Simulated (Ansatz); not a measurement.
Input of an Ansatz 0.2.0 run:

Contents of input.yaml:

```yaml
crystal:
  lattice:
    - [5.0803194, 0.0, 0.0]
    - [0.0, 5.16486745, 0.0]
    - [0.0, 0.0, 4.89088365]
  atoms:
    - { symbol: Hf, position: [0.22259082, 0.78179958, 0.27206794] }
    - { symbol: Hf, position: [0.72259082, 0.71820042, 0.72793206] }
    - { symbol: Hf, position: [0.77740918, 0.21820042, 0.27206794] }
    - { symbol: Hf, position: [0.27740918, 0.28179958, 0.72793206] }
    - { symbol: O, position: [0.18681532, 0.16364878, 0.10453462] }
    - { symbol: O, position: [0.68681532, 0.33635122, 0.89546538] }
    - { symbol: O, position: [0.81318468, 0.83635122, 0.10453462] }
    - { symbol: O, position: [0.31318468, 0.66364878, 0.89546538] }
    - { symbol: O, position: [0.0, 0.5, 0.48905445] }
    - { symbol: O, position: [0.5, 0.0, 0.51094555] }
    - { symbol: O, position: [0.0, 0.0, 0.57562499] }
    - { symbol: O, position: [0.5, 0.5, 0.42437501] }
hamiltonian:
  xc: blyp
  pseudopotentials: { kind: paw }
  dispersion: d3bj
kpoints:
  mp_grid: { grid: [5, 5, 6] }
scf:
  occupations: { method: fermi_dirac, width: 0.05 }
output:
  forces: true
  stress: true
  eigenvalues: true
relax:
  f_tol: 0.01
  max_steps: 40
  cell: { stress_tol: 0.05 }
```

Potentials or basis: Ansatz PAW.

Command:

```bash
$ ansatz run input.yaml --threads 4 --pin off --max-ram 11264MiB --backend cpu --events-out ev --progress --plain --runs-dir out
```

Task: What does it give for the relaxed volume?

Result: 11.04 Å³/atom.

Task: What does it give for the band gap on the k mesh?

Result: 3.84 eV, direct.

Task: Estimate the space group after relaxing (to 0.05 Å).

Result: P2_12_12 (No. 18).

Task: What does it give for the relaxed cell?

Result: a = 5.137 Å, b = 5.213 Å, c = 4.945 Å, α = 90.00°, β = 90.00°, γ = 90.00°.

Final structure:
```xyz
12
Lattice="5.1365 0.0000 0.0000 0.0000 5.2132 0.0000 0.0000 0.0000 4.9455" Properties=species:S:1:pos:R:3 pbc="T T T"
Hf    1.1439    4.0726    1.3408
Hf    3.7122    3.7472    3.6047
Hf    3.9926    1.1406    1.3408
Hf    1.4243    1.4660    3.6047
O     0.9553    0.8575    0.5145
O     3.5235    1.7491    4.4310
O     4.1812    4.3557    0.5145
O     1.6130    3.4641    4.4310
O     0.0000    2.6066    2.4230
O     2.5683    0.0000    2.5225
O     0.0000    0.0000    2.8522
O     2.5683    2.6066    2.0933
```

Caveat: odd divisions of the mesh miss points on the zone boundary, where band edges often lie, so the gap on the mesh can be too wide; the plane-wave basis is chosen anew once the cell has moved, so the energies of steps on either side of that aren't comparable; the pressure holds a Pulay correction of +1.0 GPa for the finite cutoff; spin-orbit coupling is left out, which moves the levels of the heavy elements; the PAW data sets come from PBE, with cores solved anew for the run's functional, which leaves a small shift of forces and pressure. As with any semilocal functional, this BLYP gap is likely too small.
